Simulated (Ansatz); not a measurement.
Aluminium (simple cubic) across density functionals

All rows: Ansatz, plane waves with scalar-relativistic PAW, 420 eV (500 eV for the SCAN forms), relaxed under each functional, no dispersion correction, no zero-point motion. B₀ comes from uniform scaling at fixed shape; a dash is a value not given.

```json
{"functional": "PBE", "V (Å³/atom)": "20.16", "cell": "a = 2.722 Å", "B₀ (GPa)": "57", "magnetic state": "spin not included", "ΔE to fcc (meV/atom)": "375"}
{"functional": "r²SCAN", "V (Å³/atom)": "19.82", "cell": "a = 2.706 Å", "B₀ (GPa)": "61", "magnetic state": "spin not included", "ΔE to fcc (meV/atom)": "458"}
{"functional": "PBEsol", "V (Å³/atom)": "19.70", "cell": "a = 2.701 Å", "B₀ (GPa)": "61", "magnetic state": "spin not included", "ΔE to fcc (meV/atom)": "405"}
{"functional": "LDA", "V (Å³/atom)": "19.30", "cell": "a = 2.682 Å", "B₀ (GPa)": "63", "magnetic state": "spin not included", "ΔE to fcc (meV/atom)": "390"}
{"functional": "revPBE", "V (Å³/atom)": "20.46", "cell": "a = 2.735 Å", "B₀ (GPa)": "56", "magnetic state": "spin not included", "ΔE to fcc (meV/atom)": "373"}
{"functional": "RPBE", "V (Å³/atom)": "20.56", "cell": "a = 2.739 Å", "B₀ (GPa)": "55", "magnetic state": "spin not included", "ΔE to fcc (meV/atom)": "373"}
{"functional": "BLYP", "V (Å³/atom)": "21.67", "cell": "a = 2.788 Å", "B₀ (GPa)": "41", "magnetic state": "spin not included", "ΔE to fcc (meV/atom)": "175"}
```

LDA gives the smallest volume and BLYP the largest.
